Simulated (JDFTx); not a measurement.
Crystal: CuAu.

```
CELL_PARAMETERS angstrom
2.81075 0.00000 0.00000
0.00000 2.81075 0.00000
0.00000 0.00000 3.68500
ATOMIC_POSITIONS crystal
Au 0.00000 0.00000 0.00000
Cu 0.50000 0.50000 0.50000
```

Below is the output of JDFTx 1.7.0 (patched build) for this cell. Logs are shortened: lines on timing, memory, paths and dates and some standing lists are left out, and cuts for length are marked.

```text
*************** JDFTx 1.7.0 (patched build) ***************

Input parsed successfully to the following command list (including defaults):
[... the input with its defaults ...]

---------- Setting up symmetries ----------

Found 16 point-group symmetries of the bravais lattice
Found 16 space-group symmetries with basis
Applied RMS atom displacement 0 bohrs to make symmetries exact.

---------- Initializing the Grid ----------
R =
[      5.31155            0            0  ]
[            0      5.31155            0  ]
[            0            0      6.96364  ]
unit cell volume = 196.462
G =
[    1.18293          0          0  ]
[          0    1.18293          0  ]
[          0          0   0.902285  ]
Minimum fftbox size, Smin = [  48  48  64  ]
Chosen fftbox size, S = [  48  48  64  ]

---------- Initializing tighter grid for wavefunction operations ----------
R =
[      5.31155            0            0  ]
[            0      5.31155            0  ]
[            0            0      6.96364  ]
unit cell volume = 196.462
G =
[    1.18293          0          0  ]
[          0    1.18293          0  ]
[          0          0   0.902285  ]
Minimum fftbox size, Smin = [  36  36  44  ]
Chosen fftbox size, S = [  36  36  48  ]

---------- Exchange Correlation functional ----------
Initalized PBE GGA exchange.
Initalized PBE GGA correlation.

---------- Setting up pseudopotentials ----------
Width of ionic core gaussian charges (only for fluid interactions / plotting) set to 0

Reading pseudopotential file 'pseudo/Au.upf':
  'Au' pseudopotential, 'PBE' functional
  Generated using ONCVPSP code by D. R. Hamann
  19 valence electrons, 4 orbitals, 7 projectors, 1001 radial grid points, with lMax = 3
    5S    l: 0   occupation:  2.0   eigenvalue: -3.982491
    5P    l: 1   occupation:  6.0   eigenvalue: -2.196962
    5D    l: 2   occupation: 10.0   eigenvalue: -0.252734
    6S    l: 0   occupation:  1.0   eigenvalue: -0.211760
  Core radius for overlap checks: 1.57 bohrs.
[... 43 lines left out ...]
LCAOMinimize: Converged (|Delta F|<1.000000e-06 for 2 iters).

-------- Electronic minimization -----------
Will mix electronic density at each iteration.
	FillingsUpdate:  mu: +0.721689752  nElectrons: 38.000000
	FillingsUpdate:  mu: +0.704279924  nElectrons: 38.000000
SCF: Cycle:  0   F: -323.410210831381164   dF: -3.828e-02   |Residual|: 3.951e-02   |deigs|: 1.027e-01
	FillingsUpdate:  mu: +0.705358436  nElectrons: 38.000000
SCF: Cycle:  1   F: -323.410785749466243   dF: -5.749e-04   |Residual|: 1.857e-02   |deigs|: 6.867e-03
	FillingsUpdate:  mu: +0.704269978  nElectrons: 38.000000
SCF: Cycle:  2   F: -323.410794075035312   dF: -8.326e-06   |Residual|: 1.048e-02   |deigs|: 2.873e-03
	FillingsUpdate:  mu: +0.704456913  nElectrons: 38.000000
SCF: Cycle:  3   F: -323.410877777276198   dF: -8.370e-05   |Residual|: 1.962e-03   |deigs|: 1.421e-03
	FillingsUpdate:  mu: +0.704308000  nElectrons: 38.000000
SCF: Cycle:  4   F: -323.410880178302023   dF: -2.401e-06   |Residual|: 8.398e-04   |deigs|: 3.337e-04
	FillingsUpdate:  mu: +0.704312706  nElectrons: 38.000000
SCF: Cycle:  5   F: -323.410880309569279   dF: -1.313e-07   |Residual|: 1.312e-04   |deigs|: 7.845e-05
	FillingsUpdate:  mu: +0.704311388  nElectrons: 38.000000
SCF: Cycle:  6   F: -323.410880335767729   dF: -2.620e-08   |Residual|: 5.527e-05   |deigs|: 5.507e-05
	FillingsUpdate:  mu: +0.704315034  nElectrons: 38.000000
SCF: Cycle:  7   F: -323.410880341933137   dF: -6.165e-09   |Residual|: 1.707e-05   |deigs|: 4.594e-05
	FillingsUpdate:  mu: +0.704313655  nElectrons: 38.000000
SCF: Cycle:  8   F: -323.410880343597228   dF: -1.664e-09   |Residual|: 6.771e-06   |deigs|: 3.698e-05
	FillingsUpdate:  mu: +0.704313612  nElectrons: 38.000000
SCF: Cycle:  9   F: -323.410880344001669   dF: -4.044e-10   |Residual|: 4.205e-06   |deigs|: 2.740e-05
	FillingsUpdate:  mu: +0.704313807  nElectrons: 38.000000
SCF: Cycle: 10   F: -323.410880344149746   dF: -1.481e-10   |Residual|: 1.870e-06   |deigs|: 4.625e-05
SCF: Converged (|Delta E|<1.000000e-09 for 2 iters).

Setting wave functions to eigenvectors of Hamiltonian
Converging empty states (this may take a while): |deigs|: 2.665e-04

# Stress tensor in Cartesian coordinates [Eh/a0^3]:
[ -0.000162587            0            0  ]
[            0 -0.000162587            0  ]
[            0            0 -0.000140903  ]

# Ionic positions in lattice coordinates:
ion Au   0.000000000000000   0.000000000000000   0.000000000000000 1
ion Cu   0.500000000000000   0.500000000000000   0.500000000000000 1

# Forces in Cartesian coordinates:
force Au   0.000000000000000  -0.000000000000000   0.000000000000000 1
force Cu   0.000000000000000   0.000000000000000   0.000000000000000 1

# Energy components:
   Eewald =     -225.9651395093409292
       EH =       85.2888091462942981
     Eloc =     -246.4916003869909673
      Enl =      -31.0253796268016764
      Exc =      -49.4213059090135900
 Exc_core =       14.3984268079510453
       KE =      129.8004170281792824
        U =        0.0050398534106623
-------------------------------------
     Etot =     -323.4107325963119024
       TS =        0.0001477478378465
-------------------------------------
        F =     -323.4108803441497457

IonicMinimize: Iter:   0  F: -323.410880344149746  |grad|_K:       -nan
IonicMinimize: None of the convergence criteria satisfied after 0 iterations.

#--- Lowdin population analysis ---
# oxidation-state Au +0.118
# oxidation-state Cu +0.200

Dumping 'run.eigStats' ...
	eMin: -3.413930 at state 19 ( [ +0.000000 +0.444444 +0.428571 ] spin 0 )
	HOMO: +0.702150 at state 22 ( [ +0.111111 +0.111111 +0.285714 ] spin 0 )
	mu  : +0.704314
	LUMO: +0.705004 at state 31 ( [ +0.111111 +0.333333 +0.428571 ] spin 0 )
	eMax: +1.423497 at state 24 ( [ +0.111111 +0.222222 +0.000000 ] spin 0 )
	HOMO-LUMO gap: +0.002854
	Optical gap  : +0.036516 at state 35 ( [ +0.111111 +0.444444 +0.428571 ] spin 0 )
Done!
```

Q: What input gives this log?

A: Single point with PBE+U, no spin polarisation. The files as run (others can give the same):

CuAu.in
```
lattice \
    5.3115466753     0.0000000000     0.0000000000 \
    0.0000000000     5.3115466753     0.0000000000 \
    0.0000000000     0.0000000000     6.9636407692
coords-type Lattice
ion Au     0.0000000000     0.0000000000     0.0000000000 1
ion Cu     0.5000000000     0.5000000000     0.5000000000 1

ion-species pseudo/Au.upf
ion-species pseudo/Cu.upf
elec-cutoff 46 368
elec-ex-corr gga-PBE
kpoint-folding 9 9 7
elec-smearing Fermi 0.0018374661
elec-n-bands 26
add-U Au d 0.036749 Cu d 0.036749
electronic-SCF nIterations 100 energyDiffThreshold 1e-09
electronic-minimize nIterations 30 energyDiffThreshold 1e-7
converge-empty-states yes
forces-output-coords Cartesian

dump-name run.$VAR
dump End Ecomponents EigStats BandEigs Kpoints Forces Stress RhoAtom ElecDensity Dtot KEdensity
```

Potentials or basis: PseudoDojo-SR-PBE-0.5-standard with smoothed tails.
Launch:
```console
$ jdftx -c 1 -i CuAu.in -o CuAu.out
```

Caveat: U without spin polarisation on a metal has little footing; the U is typed as a test and isn't derived for this compound.
